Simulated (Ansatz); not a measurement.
# Sn7S16: the cost of one run

Method: DFT PBEsol, scalar-relativistic, plane waves, PAW, in Ansatz 0.2.0.

5 further runs of the same task are left out: 5 set aside as unsound or not needed.

**1. Starting point**

Symmetry: P-3m1, No. 164, trigonal system. The conventional cell has a = 3.651 Å, b = 3.651 Å, c = 6.059 Å, α = 90.00°, β = 90.00°, γ = 120.00°. Around Sn (site symmetry -3m) lie 6 S at 2.57 Å. Around S (site symmetry 3m) lie 3 Sn at 2.57 Å.

Structure file:

```
Sn S
1.0
     3.65131    0.00000    0.00000
    -1.82566    3.16213    0.00000
     0.00000    0.00000    6.05892
Sn S
1 2
Direct
  0.00000 0.00000 0.00000
  0.66667 0.33333 0.24324
  0.33333 0.66667 0.75676
```

It is the result of an earlier relaxation at this level (volume 23.32 Å³/atom; gap on the mesh: 1.44 eV).

The bulk reference comes from a run made before at the same settings: -2573.6110 eV/atom.

**2. Cutting the (201) slab**

Planes are indexed in the bulk's conventional cell (P-3m1 (No. 164)), a = 3.651 Å, b = 3.651 Å, c = 6.059 Å, α = 90.00°, β = 90.00°, γ = 120.00°.

The slab is a (201) slab, 10.9 Å thick as cut, with 15 Å of vacuum; its outer planes are S (top) and S (bottom).

The slab as cut. Layers, bottom to top:

| plane | atoms per cell | height over the lowest (Å) |
| --- | --- | --- |
| 1 | S2 | 0.00 |
| 2 | Sn | 0.76 |
| 3 | S2 | 1.53 |
| 4 | Sn | 2.29 |
| 5 | S2 | 3.06 |
| 6 | Sn | 3.82 |
| 7 | S2 | 4.59 |
| 8 | Sn | 5.35 |
| 9 | S2 | 6.12 |
| 10 | Sn | 6.88 |
| 11 | S2 | 7.65 |
| 12 | Sn | 8.41 |
| 13 | S2 | 9.18 |
| 14 | Sn | 9.94 |
| 15 | S2 | 10.71 |

**3. Single point on the unrelaxed (201) slab**

The cell repeats along c, and a dipole correction in the vacuum removes the field between the copies.

input.yaml reads:

```yaml
crystal:
  lattice:
    - [3.6513143003, 0.0, 0.0]
    - [-1.8256571502, 12.5236202433, 0.0]
    - [0.0, 0.0, 25.9431561592]
  atoms:
    - { symbol: S, position: [0.5675593807, 0.1351187613, 0.2890935842] }
    - { symbol: S, position: [0.1983788434, 0.3967576868, 0.2981248179] }
    - { symbol: Sn, position: [0.7659382241, 0.5318764482, 0.3230936009] }
    - { symbol: S, position: [0.3334976047, 0.6669952095, 0.3480623839] }
    - { symbol: S, position: [0.9643170675, 0.928634135, 0.3570936176] }
    - { symbol: Sn, position: [0.5318764482, 0.0637528963, 0.3820624006] }
    - { symbol: S, position: [0.0994358288, 0.1988716576, 0.4070311836] }
    - { symbol: S, position: [0.7302552916, 0.4605105831, 0.4160624173] }
    - { symbol: Sn, position: [0.2978146722, 0.5956293445, 0.4410312003] }
    - { symbol: S, position: [0.8653740529, 0.7307481058, 0.4659999833] }
    - { symbol: S, position: [0.4961935156, 0.9923870313, 0.475031217] }
    - { symbol: Sn, position: [0.0637528963, 0.1275057926, 0.5] }
    - { symbol: S, position: [0.631312277, 0.2626245539, 0.524968783] }
    - { symbol: S, position: [0.2621317397, 0.5242634794, 0.5340000167] }
    - { symbol: Sn, position: [0.8296911204, 0.6593822408, 0.5589687997] }
    - { symbol: S, position: [0.397250501, 0.7945010021, 0.5839375827] }
    - { symbol: S, position: [0.0280699638, 0.0561399276, 0.5929688164] }
    - { symbol: Sn, position: [0.5956293445, 0.1912586889, 0.6179375994] }
    - { symbol: S, position: [0.1631887251, 0.3263774502, 0.6429063824] }
    - { symbol: S, position: [0.7940081879, 0.5880163757, 0.6519376161] }
    - { symbol: Sn, position: [0.3615675685, 0.7231351371, 0.6769063991] }
    - { symbol: S, position: [0.9291269492, 0.8582538984, 0.7018751821] }
    - { symbol: S, position: [0.5599464119, 0.1198928239, 0.7109064158] }
basis:
  ecutwfc: 420
kpoints:
  mp_grid: { grid: [7, 3, 1] }
hamiltonian:
  xc: pbesol
scf:
  occupations: { method: gaussian, width: 0.05 }
output:
  forces: true
  stress: true
  eigenvalues: true
efield:
  axis: 3
  dipole_correction: true
  ramp_width: 0.04
```

Command:

```
$ ansatz run input.yaml --threads 2 --pin off --max-ram 5120MiB --backend cpu --events-out ev --progress --plain --runs-dir out
```

Q: Estimate wall time and peak memory on 2 threads of Intel Xeon 6975P-C (Granite Rapids), shared host.

About 61 s, with a peak of 2.3 GiB.
